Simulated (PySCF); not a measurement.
Computed XPS line lists of a few unrelated compounds.

Method: delta-SCF UKS SCAN, pcX-2 on the ionised atom, pcseg-1 elsewhere, spin-free X2C in PySCF 2.14.0. Geometries: PBE0-D3(BJ)/def2-SVP; isolated species, one conformer each.

Line lists (1s up to Mg, 2p3/2 beyond; areas count atoms within a level, one atom standing for each set equivalent by bonding):
1. C 1s: 289.60 (area 1), 290.45 (area 1), 290.53 (area 2), 290.60 (area 1), 290.61 (area 1) eV
2. C 1s: 289.85 (area 2), 290.14 (area 2), 290.70 (area 2) eV
3. B 1s: 187.61 eV; C 1s: 284.24 (area 1), 284.77 (area 1), 286.08 (area 1) eV
4. C 1s: 290.65 (area 3), 291.05 (area 1), 291.28 (area 1), 295.12 (area 1) eV; Cl 2p3/2: 206.20 eV

Structures:
A. `CC(C)(CC(Cl)(Cl)Cl)C`
B. `C1CCC=CC=1`
C. `C(=C/[BH3-])/C`
D. `C=C(C)C1CC1`

Q: Which list belongs to which compound?

A: 
- 1 = D: no other candidate has these counts of sites. C 1s: 289.60 terminal =CH2 carbon, 290.45 fully substituted alkene carbon, 290.53 three-membered-ring carbon (×2), 290.60 allylic carbon, 290.61 allylic carbon.
- 2 = B: no other candidate has these counts of sites. C 1s: 289.85 alkene CH carbon (×2), 290.14 alkene CH carbon (×2), 290.70 allylic carbon (×2).
- 3 = C: no other candidate has this set of levels. B 1s: 187.61 four-coordinate boron; C 1s: 284.24 alkene CH carbon, 284.77 alkene CH carbon, 286.08 allylic carbon.
- 4 = A: no other candidate has this set of levels. C 1s: 290.65 methyl carbon (×3), 291.05 quaternary sp3 carbon, 291.28 chain CH2 carbon, 295.12 CCl3 carbon; Cl 2p3/2: 206.20 chlorine of a CCl3 group (×3).

2p3/2 and 2p1/2 are the ΔSCF energy of one spin-free 2p hole plus the eigenvalues of a spin–orbit and ligand-field matrix of the shell. 3 of these hole states are spin-contaminated (⟨S²⟩ up to 0.89, against 0.75; counted from 0.85) and less certain.
